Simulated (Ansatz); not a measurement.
**How much do the gradients of W depend on the method?**

Cell: a structure deposited in the COD, whose atoms a relaxation with PBE at fixed cell left in place.

Space group Pm-3n (No. 223); a = 5.0830 Å.

```
site  Wyckoff  site symmetry       x       y       z
  W1       2a           m-3.  0.0000  0.0000  0.0000
  W3       6c          -4m.2  0.0000  0.5000  0.2500
```

One atom of each set is listed.

First run. The numbers come from a DFT calculation in Ansatz (PBE, plane waves and PAW, scalar-relativistic, 420 eV cutoff, Γ-centred 9×9×9 k-points, Fermi–Dirac smearing 0.05 eV).

| site | V_zz (10²¹ V/m²) | η |
| --- | --- | --- |
| W3 | -6.32 | 0.00 |

Second run. The same atoms and settings, except that the functional is PBEsol.

(1) Given the first result, estimate the second.

## Answers

(1) 

| site | V_zz | η | change of V_zz |
| --- | --- | --- | --- |
| W3 | -6.35 | 0.00 | -0.03 |

No V_zz moves by more than 0.03. Sites without a gradient aren't listed.

The run finds no gap above 0.1 eV (a metal, or nearly one), so the gradients can move by 10 % or more with the k-mesh. Without spin–orbit coupling the gradients at and beside W can be off by some per cent, at some sites by more.
For the second run: At this cell the PBEsol pressure is -9 GPa, so with PBEsol the cell would shrink if it were relaxed.
